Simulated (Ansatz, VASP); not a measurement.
## Two plane-wave programs on Sb

```
Sb
1.0
    -4.05459    4.05459    2.00746
     4.05459   -4.05459    2.00746
     4.05459    4.05459   -2.00746
Sb
4
Direct
  0.35751 0.14249 0.50000
  0.85751 0.35751 0.21502
  0.64249 0.85751 0.50000
  0.14249 0.64249 0.78498
```

Alike in both runs: task single point; functional PBE; k mesh 12 × 12 × 12; occupations gaussian, width 0.1 eV; no spin polarisation.

|  | VASP | Ansatz |
| --- | --- | --- |
| version | VASP 6.6.1 | Ansatz 0.2.0 |
| potentials or method | VASP PAW PBE potentials, release 64 (Sb) | scalar-relativistic, plane waves, PAW |
| plane-wave cutoff (eV) | 520 | 420 |
| valence electrons in the cell | 20 | 60 |

|  | VASP | Ansatz | Ansatz less VASP |
| --- | --- | --- | --- |
| gap on the k mesh at the Fermi level (eV) | none | none | - |
| pressure (GPa) | 3.4 | 3.4 | +0.02 |
| largest component of the traceless stress (GPa) | 0.12 | 0.11 | -0.010 |
| rms of the force components (eV/Å) | 0.450 | 0.444 | -0.0053 |

Atom by atom the forces differ by 0.005 eV/Å (rms over components). A gap of «none» marks a metal or a gap that the smearing closes. The two sets of potentials don't hold the same shells in valence.

Spin-orbit coupling is left out, which matters for the levels of Sb.
